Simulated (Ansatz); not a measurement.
# Antimony, fcc under BLYP: structure, energy and stiffness

What does BLYP give for antimony in the fcc structure? We relax it, solve it on a dense k-mesh, then scale the cell to 7 volumes from 88 to 112 % of the relaxed one and try a fit of the equation of state. Spin polarisation is left out. The k-meshes are 11×11×11 for the relaxation; 18×18×18 for the dense run; 12×12×12 for the volumes.

Method: DFT BLYP, plane waves (420 eV) with PAW, scalar-relativistic; the PAW data stem from PBE, with regenerated cores, in Ansatz 0.2.0.

### 1 The system as given

The structure is cubic, space group Fm-3m (No. 225). The conventional cell has a = 4.773 Å, b = 4.773 Å, c = 4.773 Å, α = 90.00°, β = 90.00°, γ = 90.00°. Around Sb (site symmetry m-3m) lie 12 Sb at 3.37 Å.

As a file:

```cif
data_structure
_symmetry_space_group_name_H-M 'P 1'
_symmetry_Int_Tables_number 1
_cell_length_a 3.3750
_cell_length_b 3.3750
_cell_length_c 3.3750
_cell_angle_alpha 60.000
_cell_angle_beta 60.000
_cell_angle_gamma 60.000
_cell_volume 27.18
loop_
_atom_site_label
_atom_site_type_symbol
_atom_site_fract_x
_atom_site_fract_y
_atom_site_fract_z
_atom_site_occupancy
Sb1 Sb 0.00000 0.00000 0.00000 1
```

### 2 Relaxing cell and atoms

input.yaml reads:

```yaml
crystal:
  lattice:
    - [0.0, 2.3864604735, 2.3864604735]
    - [2.3864604735, 0.0, 2.3864604735]
    - [2.3864604735, 2.3864604735, 0.0]
  atoms:
    - { symbol: Sb, position: [0.0, 0.0, 0.0] }
hamiltonian:
  xc: blyp
  pseudopotentials:
    kind: paw
    azcp:
      Sb: "pseudopotentials/Sb.paw.azcp"
basis:
  ecutwfc: 420
  fft_grid_basis: typed
kpoints:
  mp_grid: { grid: [11, 11, 11], shift: [0, 0, 0] }
magnetization:
  spin_polarized: false
scf:
  occupations: { method: fermi_dirac, width: 0.1 }
relax:
  max_steps: 60
  f_tol: 0.01
  cell: {}
```

Output:

```text
Warning: RAYON_NUM_THREADS=2 ignored (pool sized by the plan → 2); use --threads N
Engine: ansatz 0.2.0, aarch64-unknown-linux-gnu
Pseudopotentials: kind: paw
Pseudopotential: Sb, paw, valence charge 15, recommended cutoff 420 eV (normal), <dir>
Functional definition: BLYP
  parameter beta = 0.0042
  parameter a = 0.04918
  parameter b = 0.132
  parameter c = 0.2533
  parameter d = 0.349
  exchange = b88_x(beta = beta)
  correlation = lyp_c(a = a, b = b, c = c, d = d)
Crystal: 1 atoms, lattice volume = 27.183 Å³
Basis set: ecut = 420 eV, 531 PW (Γ), exchange–correlation on 48×48×48 points (8 copies of the dense FFT grid, shifted against one another)
Bands: 12, of which v1, the nominal top of the filled ones, is band 8 counted from 1 (7 counted from 0)
Symmetry: 48 space group operations
Space group: Fm-3m (ITA 225), of the structure as read, at distance tolerance 3.0e-5 Å
k-points: 56 of 1331
Non-local potential: Sb, projectors of the file, l = 0: 2, l = 1: 2, l = 2: 2, l = 3: 2
PAW form: soft (Blöchl's): semilocal exchange-correlation on the pseudo side does not see the compensation charge
PAW frozen core: Sb, regenerated for the run's functional, and the local potential with it (the file was generated under x = pbe(κ = 0.804, μ = 0.2195149727645171), c = pbe(β = 0.06672455060314922))
PAW one-centre angular grid: Sb, 590 points (default); XC on 64 Gauss nodes
Initial density: superposition of atomic densities (neutral atoms: chi_scale 0, normalization atom), corrected by the library's trained network
Initial wavefunctions: pseudopotential atomic-orbital guess
Functional: x = b88, c = lyp
SCF iter   1: F=—  HF=-6500.693450 eV  |F-HF|=—  |Δ(HF+E_count)|=         —  Δρ=6.98e-3  dr2=1.12e-2  ethr=1.77e-3  ⟨swp⟩=5.0  Hψ=3895  notcnv=0
preconditioner: auto → none  [metal: Δε(μ)=0.125 eV  Ē_g=12.604 eV  σ=0.100 eV  W_gap=0.30  n_scr=8 (ndim 8)  ℏωp=15.9 eV  f_vac=0.000  D(μ)=0.87/eV (n_scr^D=8)  sad-step TF]
SCF iter   2: F=—  HF=-6500.691151 eV  |F-HF|=—  |Δ(HF+E_count)|=   2.30e-3  Δρ=4.56e-3  dr2=4.79e-3  ethr=7.45e-5  ⟨swp⟩=1.0  Hψ=1124  notcnv=0
SCF iter   3: F=—  HF=-6500.690283 eV  |F-HF|=—  |Δ(HF+E_count)|=   8.68e-4  Δρ=1.40e-3  dr2=4.34e-4  ethr=3.19e-5  ⟨swp⟩=2.0  Hψ=1069  notcnv=0
SCF iter   4: F=—  HF=-6500.690060 eV  |F-HF|=—  |Δ(HF+E_count)|=   2.23e-4  Δρ=5.38e-4  dr2=5.84e-5  ethr=2.89e-6  ⟨swp⟩=2.6  Hψ=1149  notcnv=0
SCF iter   5: F=—  HF=-6500.690052 eV  |F-HF|=—  |Δ(HF+E_count)|=   7.90e-6  Δρ=1.60e-4  dr2=6.02e-6  ethr=3.89e-7  ⟨swp⟩=2.0  Hψ=1069  notcnv=0
SCF iter   6: F=—  HF=-6500.690048 eV  |F-HF|=—  |Δ(HF+E_count)|=   4.37e-6  Δρ=3.14e-5  dr2=2.27e-7  ethr=4.01e-8  ⟨swp⟩=2.0  Hψ=1068  notcnv=0
SCF iter   7: F=-6500.690048 eV  HF=-6500.690048 eV  |F-HF|=3.37e-9  |Δ(HF+E_count)|=   1.72e-7  Δρ=3.28e-6  dr2=2.14e-9  ethr=6.67e-10  ⟨swp⟩=4.8  Hψ=2124  notcnv=0
SCF 1 converged in 7 iterations: F = -6500.690048 eV  dr2 = 2.14e-9
relax step   1: F+E_penalty+E_count = -6500.69004775 eV  Δ(F+E_penalty+E_count) = +0.000e0 eV  max|allowed force component| = 0.000e0 eV/Å  Δτ_max = 0.0000 Å  P = +6.164 GPa  Ω = 27.183 Å³  (7 SCF iters, dr2 threshold 1.00e-7 eV, accepted)
Crystal: 1 atoms, lattice volume = 31.033 Å³
Basis set: ecut = 420 eV, 609 PW (Γ), exchange–correlation on 48×48×48 points (8 copies of the dense FFT grid, shifted against one another)
Initial density: handed on by an earlier stage of this run
Initial wavefunctions: those handed on with the density
iter 1 solved again at ethr=3.09e-6 eV; its pass at ethr=3.10e-3 eV (dr2=4.64e-4 eV) is discarded
SCF iter   1: F=—  HF=-6500.742039 eV  |F-HF|=—  |Δ(HF+E_count)|=         —  Δρ=1.27e-3  dr2=4.13e-4  ethr=3.09e-6  ⟨swp⟩=2.5  Hψ=6461  notcnv=0
preconditioner: auto → none  [metal: Δε(μ)=0.066 eV  Ē_g=11.817 eV  σ=0.100 eV  W_gap=0.16  n_scr=8 (ndim 8)  ℏωp=14.9 eV  f_vac=0.000  D(μ)=1.07/eV (n_scr^D=8)]
SCF iter   2: F=—  HF=-6500.742208 eV  |F-HF|=—  |Δ(HF+E_count)|=   1.70e-4  Δρ=6.48e-4  dr2=1.06e-4  ethr=2.75e-6  ⟨swp⟩=1.0  Hψ=672  notcnv=0
SCF iter   3: F=—  HF=-6500.742292 eV  |F-HF|=—  |Δ(HF+E_count)|=   8.32e-5  Δρ=3.64e-5  dr2=3.57e-7  ethr=7.07e-7  ⟨swp⟩=2.0  Hψ=806  notcnv=0
SCF iter   4: F=—  HF=-6500.742289 eV  |F-HF|=—  |Δ(HF+E_count)|=   2.46e-6  Δρ=1.80e-5  dr2=5.32e-8  ethr=6.67e-10  ⟨swp⟩=5.0  Hψ=2246  notcnv=0
SCF iter   5: F=-6500.742289 eV  HF=-6500.742289 eV  |F-HF|=9.53e-10  |Δ(HF+E_count)|=   8.46e-9  Δρ=1.47e-6  dr2=5.64e-10  ethr=3.54e-10  ⟨swp⟩=2.8  Hψ=2223  notcnv=0
SCF 2 converged in 5 iterations: F = -6500.742289 eV  dr2 = 5.64e-10
relax step   2: F+E_penalty+E_count = -6500.74228920 eV  Δ(F+E_penalty+E_count) = -5.224e-2 eV  max|allowed force component| = 0.000e0 eV/Å  Δτ_max = 0.0000 Å  P = -0.887 GPa  Ω = 31.033 Å³  energy of the carried Pulay correction = -8.869e-4 eV  (5 SCF iters, dr2 threshold 1.00e-7 eV, accepted)
Crystal: 1 atoms, lattice volume = 30.490 Å³
iter 1 solved again at ethr=5.99e-8 eV; its pass at ethr=3.10e-3 eV (dr2=8.99e-6 eV) is discarded
SCF iter   1: F=—  HF=-6500.744223 eV  |F-HF|=—  |Δ(HF+E_count)|=         —  Δρ=1.62e-4  dr2=6.84e-6  ethr=5.99e-8  ⟨swp⟩=2.4  Hψ=6032  notcnv=0
preconditioner: auto → none  [metal: Δε(μ)=0.059 eV  Ē_g=11.919 eV  σ=0.100 eV  W_gap=0.15  n_scr=8 (ndim 8)  ℏωp=15.0 eV  f_vac=0.000  D(μ)=1.04/eV (n_scr^D=8)]
SCF iter   2: F=—  HF=-6500.744225 eV  |F-HF|=—  |Δ(HF+E_count)|=   2.36e-6  Δρ=8.10e-5  dr2=1.70e-6  ethr=4.56e-8  ⟨swp⟩=1.0  Hψ=672  notcnv=0
SCF iter   3: F=-6500.744226 eV  HF=-6500.744226 eV  |F-HF|=2.67e-9  |Δ(HF+E_count)|=   1.05e-6  Δρ=4.91e-6  dr2=4.40e-9  ethr=6.67e-10  ⟨swp⟩=3.1  Hψ=2304  notcnv=0
SCF 3 converged in 3 iterations: F = -6500.744226 eV  dr2 = 4.40e-9
relax step   3: F+E_penalty+E_count = -6500.74422614 eV  Δ(F+E_penalty+E_count) = -1.937e-3 eV  max|allowed force component| = 0.000e0 eV/Å  Δτ_max = 0.0000 Å  P = -0.175 GPa  Ω = 30.490 Å³  energy of the carried Pulay correction = -7.690e-4 eV  (3 SCF iters, dr2 threshold 1.00e-7 eV, accepted)
Crystal: 1 atoms, lattice volume = 30.359 Å³
iter 1 solved again at ethr=2.59e-8 eV; its pass at ethr=3.10e-3 eV (dr2=3.89e-6 eV) is discarded
SCF iter   1: F=—  HF=-6500.744323 eV  |F-HF|=—  |Δ(HF+E_count)|=         —  Δρ=4.13e-5  dr2=4.23e-7  ethr=2.59e-8  ⟨swp⟩=3.0  Hψ=5608  notcnv=0
preconditioner: auto → none  [metal: Δε(μ)=0.058 eV  Ē_g=11.943 eV  σ=0.100 eV  W_gap=0.14  n_scr=8 (ndim 8)  ℏωp=15.1 eV  f_vac=0.000  D(μ)=1.03/eV (n_scr^D=8)]
SCF iter   2: F=—  HF=-6500.744324 eV  |F-HF|=—  |Δ(HF+E_count)|=   4.85e-7  Δρ=2.11e-5  dr2=1.10e-7  ethr=2.82e-9  ⟨swp⟩=1.1  Hψ=681  notcnv=0
SCF iter   3: F=-6500.744324 eV  HF=-6500.744324 eV  |F-HF|=4.45e-10  |Δ(HF+E_count)|=   9.10e-8  Δρ=1.39e-6  dr2=6.48e-10  ethr=5.12e-10  ⟨swp⟩=4.6  Hψ=1905  notcnv=0
SCF 4 converged in 3 iterations: F = -6500.744324 eV  dr2 = 6.48e-10
relax step   4: F+E_penalty+E_count = -6500.74432391 eV  Δ(F+E_penalty+E_count) = -9.777e-5 eV  max|allowed force component| = 0.000e0 eV/Å  Δτ_max = 0.0000 Å  P = +0.007 GPa  Ω = 30.359 Å³  energy of the carried Pulay correction = -7.403e-4 eV  (3 SCF iters, dr2 threshold 7.68e-8 eV, accepted)
Initial wavefunctions: pseudopotential atomic-orbital guess (no wavefunctions were taken with the density)
iter 1 solved again at ethr=2.25e-7 eV; its pass at ethr=3.10e-3 eV (dr2=3.38e-5 eV) is discarded
SCF iter   1: F=—  HF=-6500.744838 eV  |F-HF|=—  |Δ(HF+E_count)|=         —  Δρ=8.74e-5  dr2=3.16e-7  ethr=2.25e-7  ⟨swp⟩=2.9  Hψ=5631  notcnv=0
SCF iter   2: F=—  HF=-6500.744838 eV  |F-HF|=—  |Δ(HF+E_count)|=   4.23e-8  Δρ=4.10e-5  dr2=5.65e-8  ethr=2.11e-9  ⟨swp⟩=2.8  Hψ=1144  notcnv=0
SCF iter   3: F=—  HF=-6500.744838 eV  |F-HF|=—  |Δ(HF+E_count)|=   2.53e-7  Δρ=7.41e-6  dr2=2.10e-9  ethr=3.77e-10  ⟨swp⟩=2.0  Hψ=806  notcnv=0
SCF iter   4: F=—  HF=-6500.744838 eV  |F-HF|=—  |Δ(HF+E_count)|=   9.74e-9  Δρ=7.52e-7  dr2=5.48e-11  ethr=1.40e-11  ⟨swp⟩=2.0  Hψ=1071  notcnv=0
SCF iter   5: F=-6500.744838 eV  HF=-6500.744838 eV  |F-HF|=1.82e-12  |Δ(HF+E_count)|=  1.07e-10  Δρ=3.42e-8  dr2=2.67e-13  ethr=1.00e-12  ⟨swp⟩=5.8  Hψ=2362  notcnv=0
SCF 5 converged in 5 iterations: F = -6500.744838 eV  dr2 = 2.67e-13
relax step   5: F+E_penalty+E_count = -6500.74483811 eV  Δ(F+E_penalty+E_count) = -5.142e-4 eV  max|allowed force component| = 0.000e0 eV/Å  Δτ_max = 0.0000 Å  P = -0.013 GPa  Ω = 30.359 Å³  stress off target by 1.34e-2 GPa  SCF on the basis re-selected at this cell (its energy is not comparable with the rows above)  (5 SCF iters)
basis re-selected at this cell: Δ(F+E_penalty+E_count) = -5.142e-4 eV, ΔP = -0.021 GPa vs the last step (what re-selecting the basis moved, of the pressure what is left beyond the Pulay correction that the steps carried, after the strain that the cell walked since its last selection, with what the two solves' SCF thresholds leave and, on support functions, any second-order correction that the steps lacked; it is no measure of the basis error at this ecutwfc). This SCF's stress stands 1.34e-2 GPa from its target on what of the cell is left free (relax.cell.stress_tol is 5.00e-2 GPa) and its largest allowed force component is 0.00e0 eV/Å (relax.f_tol is 1.00e-2 eV/Å): within both
SCF converged after 5 iterations
Free energy (F): -6500.744838 eV
Harris-Foulkes:  -6500.744838 eV  (|F-HF|=1.82e-12)
Internal energy: -6500.712889 eV  (E = F + TS)
E sigma→0 (E₀):  -6500.728864 eV
Entropy (-TS):   -0.031949 eV (-31.949 meV/atom)
Fermi energy:    10.287447 eV
--- Per-component energies (eV) ---
  E_band       = -163.225597
  E_kinetic    = 206.599882
  E_local      = -1528.267585  (includes V_loc(G=0)·N_el)
  E_nonlocal   = 357.655402
  E_hartree    = 691.301110
  E_xc         = -136.208091
  E_vxc        = -93.004334  (∫ρ·V_xc dr)
  E_paw        = -4591.871549  (= ΣΔE_a)
  E_vpaw       = -488.811155  (= ΣTr[D̂ρ^β])
  E_aug_tail   = -0.000002  (compensation charges beyond the density's cutoff)
  E_ewald      = -1499.850740
  E_core_change = -0.071317  (= ΣΔE_core)
  E_smearing   = -0.031949  (= −TS)
  E_closure    = -0.000000  (closes the sum)
  Σ components = -6500.744838   (vs F -6500.744838, Δ=0.00e0)
--- Forces (eV/Å), atoms counted from 1 ---
  atom   1  Sb    -0.00000000     0.00000000    -0.00000000
  max |Σ_I F_I| component: 1.31e-31 eV/Å
--- Stress (GPa, compression-positive) ---
       -0.013445       0.000000       0.000000
        0.000000      -0.013445       0.000000
        0.000000      -0.000000      -0.013445
  P = ⅓ Tr σ = -0.0134 GPa (-0.134 kbar)
--- Relaxed structure (4 steps of the walk, 4 accepted, 1 SCFs on fresh bases) ---
  F+E_penalty+E_count = -6500.74483811 eV   max|allowed force component| = 0.000e0 eV/Å   (the final SCF, on the basis selected at the relaxed cell)
  cell:  # Å, volume = 30.3590 Å³
    - [-2.547686016447795e-33, 2.476010945254392, 2.476010945254392]
    - [2.476010945254392, -5.604909236185149e-34, 2.476010945254392]
    - [2.476010945254392, 2.476010945254392, -5.604909236185149e-34]
  atoms:
    - { symbol: Sb, position: [0.0, 0.0, 0.0] }
```

Run time: 2.6 s. Hardware: 2 threads of an Arm CPU, shared host; peak memory 0.29 GiB.

Relaxation path:

```
step  energy change (meV/atom)  largest force (eV/Å)  pressure (GPa)  volume (Å³/atom)
   1                      0.00                0.0000            6.16            27.183
   2                    -52.24                0.0000           -0.89            31.033
   3                    -54.18                0.0000           -0.18            30.490
   4                    -54.28                0.0000            0.01            30.359
   5                    -54.79                0.0000           -0.01            30.359
```

Steps that repeat a cell are solved on a basis chosen anew, so their changes of energy are no gain of the relaxation.

Changes in the cell that was computed:

|  | before | after | change |
| --- | --- | --- | --- |
| a (Å) | 3.375 | 3.502 | +3.8 % |
| b (Å) | 3.375 | 3.502 | +3.8 % |
| c (Å) | 3.375 | 3.502 | +3.8 % |
| volume (Å³/atom) | 27.183 | 30.359 | +11.7 % |
| shortest distance (Å) | 3.375 | 3.502 | +3.8 % |
| space group (spins left aside) | Fm-3m | Fm-3m | same |

### 3 The energy on a finer k-mesh

input.yaml reads:

```yaml
crystal:
  lattice:
    - [0.0, 2.4760109453, 2.4760109453]
    - [2.4760109453, 0.0, 2.4760109453]
    - [2.4760109453, 2.4760109453, 0.0]
  atoms:
    - { symbol: Sb, position: [0.0, 0.0, 0.0] }
hamiltonian:
  xc: blyp
  pseudopotentials:
    kind: paw
    azcp:
      Sb: "pseudopotentials/Sb.paw.azcp"
basis:
  ecutwfc: 420
  fft_grid_basis: typed
kpoints:
  mp_grid: { grid: [18, 18, 18], shift: [0, 0, 0] }
magnetization:
  spin_polarized: false
scf:
  occupations: { method: fermi_dirac, width: 0.1 }
```

Output, shortened:

```text
Warning: RAYON_NUM_THREADS=2 ignored (pool sized by the plan → 2); use --threads N
[...]
[... 3 set-up lines as earlier in the session ...]
[...]
Crystal: 1 atoms, lattice volume = 30.359 Å³
Basis set: ecut = 420 eV, 609 PW (Γ), exchange–correlation on 48×48×48 points (8 copies of the dense FFT grid, shifted against one another)
Bands: 12, of which v1, the nominal top of the filled ones, is band 8 counted from 1 (7 counted from 0)
[... 1 set-up line as earlier in the session ...]
Space group: Fm-3m (ITA 225), of the structure as read, at distance tolerance 3.1e-5 Å
k-points: 195 of 5832
[...]
SCF iter   1: F=—  HF=-6500.751984 eV  |F-HF|=—  |Δ(HF+E_count)|=         —  Δρ=6.74e-3  dr2=1.26e-2  ethr=1.77e-3  ⟨swp⟩=5.0  Hψ=13677  notcnv=0
[...]
SCF iter   6: F=-6500.748050 eV  HF=-6500.748050 eV  |F-HF|=3.78e-9  |Δ(HF+E_count)|=   4.51e-7  Δρ=3.28e-6  dr2=3.51e-9  ethr=6.67e-10  ⟨swp⟩=1.0  Hψ=6891  notcnv=0
[...]
SCF converged after 6 iterations
Free energy (F): -6500.748050 eV
[...]
E sigma→0 (E₀):  -6500.734493 eV
Entropy (-TS):   -0.027114 eV (-27.114 meV/atom)
Fermi energy:    10.293347 eV
[...]
```

Run time: 1.4 s. Hardware: 2 threads of an Arm CPU, shared host; peak memory 0.33 GiB.

### 4 The cell scaled to 88 % of its volume

input.yaml reads:

```yaml
crystal:
  lattice:
    - [0.0, 2.3727216019, 2.3727216019]
    - [2.3727216019, 0.0, 2.3727216019]
    - [2.3727216019, 2.3727216019, 0.0]
  atoms:
    - { symbol: Sb, position: [0.0, 0.0, 0.0] }
hamiltonian:
  xc: blyp
  pseudopotentials:
    kind: paw
    azcp:
      Sb: "pseudopotentials/Sb.paw.azcp"
basis:
  ecutwfc: 420
  fft_grid_basis: typed
kpoints:
  mp_grid: { grid: [12, 12, 12], shift: [0, 0, 0] }
magnetization:
  spin_polarized: false
scf:
  occupations: { method: fermi_dirac, width: 0.1 }
  lower_state_search: "off"
output:
  stress: true
```

Output, shortened:

```text
Warning: RAYON_NUM_THREADS=2 ignored (pool sized by the plan → 2); use --threads N
[...]
[... 3 set-up lines as earlier in the session ...]
[...]
Crystal: 1 atoms, lattice volume = 26.716 Å³
Basis set: ecut = 420 eV, 531 PW (Γ), exchange–correlation on 48×48×48 points (8 copies of the dense FFT grid, shifted against one another)
Bands: 12, of which v1, the nominal top of the filled ones, is band 8 counted from 1 (7 counted from 0)
[... 2 set-up lines as earlier in the session ...]
k-points: 72 of 1728
[...]
SCF iter   1: F=—  HF=-6500.675021 eV  |F-HF|=—  |Δ(HF+E_count)|=         —  Δρ=7.27e-3  dr2=1.17e-2  ethr=1.77e-3  ⟨swp⟩=5.0  Hψ=5037  notcnv=0
[...]
SCF iter   7: F=-6500.671435 eV  HF=-6500.671435 eV  |F-HF|=3.23e-9  |Δ(HF+E_count)|=   1.71e-7  Δρ=3.21e-6  dr2=2.09e-9  ethr=6.67e-10  ⟨swp⟩=4.7  Hψ=2724  notcnv=0
[...]
SCF converged after 7 iterations
Free energy (F): -6500.671435 eV
[...]
E sigma→0 (E₀):  -6500.659652 eV
Entropy (-TS):   -0.023566 eV (-23.566 meV/atom)
Fermi energy:    12.275363 eV
[...]
--- Stress (GPa, compression-positive) ---
        7.730818       0.000000      -0.000000
       -0.000000       7.730818       0.000000
        0.000000       0.000000       7.730818
  P = ⅓ Tr σ = 7.7308 GPa (77.308 kbar)
```

It took 0.75 s on 2 threads of an Arm CPU, shared host; peak memory 0.28 GiB.

### 5 The cell scaled to 92 % of its volume

input.yaml, as its differences from that of step 4:

```diff
@@ -2,5 +2,5 @@
   lattice:
-    - [0.0, 2.3727216019, 2.3727216019]
-    - [2.3727216019, 0.0, 2.3727216019]
-    - [2.3727216019, 2.3727216019, 0.0]
+    - [0.0, 2.408140579, 2.408140579]
+    - [2.408140579, 0.0, 2.408140579]
+    - [2.408140579, 2.408140579, 0.0]
   atoms:
```

Output, shortened:

```text
Warning: RAYON_NUM_THREADS=2 ignored (pool sized by the plan → 2); use --threads N
[...]
[... 3 set-up lines as earlier in the session ...]
[...]
Crystal: 1 atoms, lattice volume = 27.930 Å³
Basis set: ecut = 420 eV, 537 PW (Γ), exchange–correlation on 48×48×48 points (8 copies of the dense FFT grid, shifted against one another)
Bands: 12, of which v1, the nominal top of the filled ones, is band 8 counted from 1 (7 counted from 0)
[... 2 set-up lines as earlier in the session ...]
k-points: 72 of 1728
[...]
SCF iter   1: F=—  HF=-6500.721491 eV  |F-HF|=—  |Δ(HF+E_count)|=         —  Δρ=7.24e-3  dr2=1.21e-2  ethr=1.77e-3  ⟨swp⟩=5.1  Hψ=5028  notcnv=0
[...]
SCF iter   6: F=-6500.717770 eV  HF=-6500.717770 eV  |F-HF|=6.73e-9  |Δ(HF+E_count)|=   6.62e-7  Δρ=5.41e-6  dr2=1.12e-8  ethr=6.67e-10  ⟨swp⟩=3.9  Hψ=3528  notcnv=0
[...]
SCF converged after 6 iterations
Free energy (F): -6500.717770 eV
[...]
E sigma→0 (E₀):  -6500.705900 eV
Entropy (-TS):   -0.023740 eV (-23.740 meV/atom)
Fermi energy:    11.554881 eV
[...]
--- Stress (GPa, compression-positive) ---
        4.605166       0.000000       0.000000
       -0.000000       4.605166       0.000000
       -0.000000       0.000000       4.605166
  P = ⅓ Tr σ = 4.6052 GPa (46.052 kbar)
```

It took 0.74 s on 2 threads of an Arm CPU, shared host; peak memory 0.28 GiB.

[end of part 1 of 2]
